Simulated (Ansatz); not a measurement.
## In under changes of volume

One of the cells (26.686 Å³/atom); the others are scaled copies at fixed shape and fractional positions:

```
In
1.0
    -1.88253    1.88253    1.88253
     1.88253   -1.88253    1.88253
     1.88253    1.88253   -1.88253
In
1
Direct
  0.00000 0.00000 0.00000
```

This isn't the form of In at room conditions, which is tetragonal.

```yaml
Program: Ansatz 0.2.0
Functional: PBE
Potentials_or_basis: Ansatz PAW
Cutoff: "420 eV (not typed: the program's choice for these potentials)"
k_mesh: 10 × 10 × 10
Occupations: fermi-dirac, width 0.05 eV
Spin: no spin polarisation
```

```csv
volume (Å³/atom),energy over the lowest point (meV/atom),pressure (GPa)
25.085,33.65,4.4
25.618,21.00,3.3
26.152,11.68,2.4
26.686,5.26,1.5
27.220,1.45,0.8
27.753,0.00,0.1
28.287,?,?
```

What does the run at 28.287 Å³/atom give?

Energy over the lowest point 0.71 meV/atom; pressure -0.6 GPa.

Worked out: A Birch-Murnaghan fit of order 3 (a polynomial in V^(-2/3)) to the other rows has its minimum at 27.86 Å³/atom, just outside them, with B0 = V·E''(V) = 32 GPa and B' = 5.1. It gives 0.60 meV/atom at 28.287 Å³/atom, against the run's 0.71, and -dE/dV = -0.5 GPa, against -0.6.

Energies are extrapolated to zero smearing.
